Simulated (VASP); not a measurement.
Here is a VASP 6.6.1 calculation.

File POSCAR:

```
InP
1.0
    2.9847367417      2.9847367417      0.0000000000
   -2.9847367417      2.9847367417      0.0000000000
    0.0000000000      2.9847367417      2.9847367417
In P
1 1
Direct
    0.0000000000      0.0000000000      0.0000000000
    0.7500000000      0.2500000000      0.5000000000
```

File INCAR.step1:

```
SYSTEM = InP
PREC = Accurate ; ENCUT = 520
ISMEAR = 0 ; SIGMA = 0.01
LREAL = .FALSE. ; LASPH = .TRUE.
NELM = 100 ; NBANDS = 16
GGA = PE ; ALGO = Normal
EDIFF = 1E-4 ; LWAVE = .TRUE.
LCHARG = .FALSE.
```

File INCAR.step2:

```
SYSTEM = InP
PREC = Accurate ; ENCUT = 520
EDIFF = 1E-6 ; ISMEAR = 0
SIGMA = 0.01 ; LREAL = .FALSE.
LASPH = .TRUE. ; NELM = 100
ALGO = Normal ; ISIF = 2
LWAVE = .FALSE. ; LCHARG = .FALSE.
METAGGA = R2SCAN ; LMIXTAU = .TRUE.
NBANDS = 16 ; ISTART = 1
```

Contents of KPOINTS:

```
regular mesh
0
G
  8 8 8
  0 0 0
```

Potentials or basis: VASP PAW PBE potentials, release 64 (In_d, P).

Launch:

```console
$ cat potpaw_PBE.64/In_d/POTCAR potpaw_PBE.64/P/POTCAR > POTCAR
$ cp INCAR.step1 INCAR
$ mpirun -np 1 vasp_std > vasp.out
$ cp INCAR.step2 INCAR
$ mpirun -np 1 vasp_std > vasp.out
```

Problem. Predict the band gap on the k mesh.

Solution. 0.85 eV, direct.

Problem. What does it give for the pressure?

Solution. -2.1 GPa.

Caveat: the PAW data sets were made with another functional, which shifts forces and pressure a little; spin-orbit coupling is left out, which moves the levels of the heavy elements.

**The experiment to reproduce.**

From a printed reference work, data compilation, for a bulk crystal of InP at 1.6 K: band gap 1.4236 eV (direct).

A measured gap of InP is 1.4236 eV (direct; 1.6 K; a printed reference work, data compilation); the calculated 0.85 eV misses it by -0.58 eV. Spin-orbit coupling on In is left out. The value is that of r2SCAN, without temperature or zero-point motion.
